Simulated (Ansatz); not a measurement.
# Bands of Eu

```
CELL_PARAMETERS angstrom
-2.27550 2.27550 2.27550
2.27550 -2.27550 2.27550
2.27550 2.27550 -2.27550
ATOMIC_POSITIONS crystal
Eu 0.00000 0.00000 0.00000
```

The conventional cell has a = 4.551 Å, b = 4.551 Å, c = 4.551 Å, α = 90.00°, β = 90.00°, γ = 90.00°. Eu (atom 1) has 8 Eu at 3.94 Å as nearest neighbours.

Structure: COD 9008534, as refined from experiment and not relaxed.

Semilocal functionals without a Hubbard term describe localised f shells poorly; where the shell is localised, the real material differs.

Other magnetic orders may lie lower; this is the state that the run reached.

No spin–orbit coupling, which matters for the heavy atoms here.

These are results of DFT, PBE, all-electron LAPW, scalar-relativistic in Ansatz 0.2.0, not measurements.

Numerical set-up: a Γ-centred 11×11×11 k mesh, Fermi–Dirac smearing of 0.03 eV, basis error target 0.5 meV/atom, spin-polarised from start moments Eu 7 μB, ending with a cell moment of 7.28 μB.

Points in fractions of the reciprocal vectors of this cell: Γ (0, 0, 0), H (0.5, -0.5, 0.5), N (0, 0, 0.5), P (0.25, 0.25, 0.25). The path joins them by straight lines in the order Γ–H–N–Γ–P–H–P–N; legs that retrace an earlier one aren't tabulated. Energies are in eV from the Fermi level.

Problem. List the spin-down levels at H between -14 and 1.5 eV.

Solution. -0.16 (×2).

Problem. List the spin-up levels at P between -14 and 1.5 eV.

Solution. -0.55, -0.51 (×3), -0.45 (×3), 0.04 (×3).

Problem. List the spin-up levels at N between -14 and 1.5 eV.

Solution. -1.59, -0.56, -0.55, -0.53, -0.46, -0.44, -0.44, -0.42, 0.50, 0.55.

Problem. What is the band gap?

Solution. none: bands cross the Fermi level, a metal.
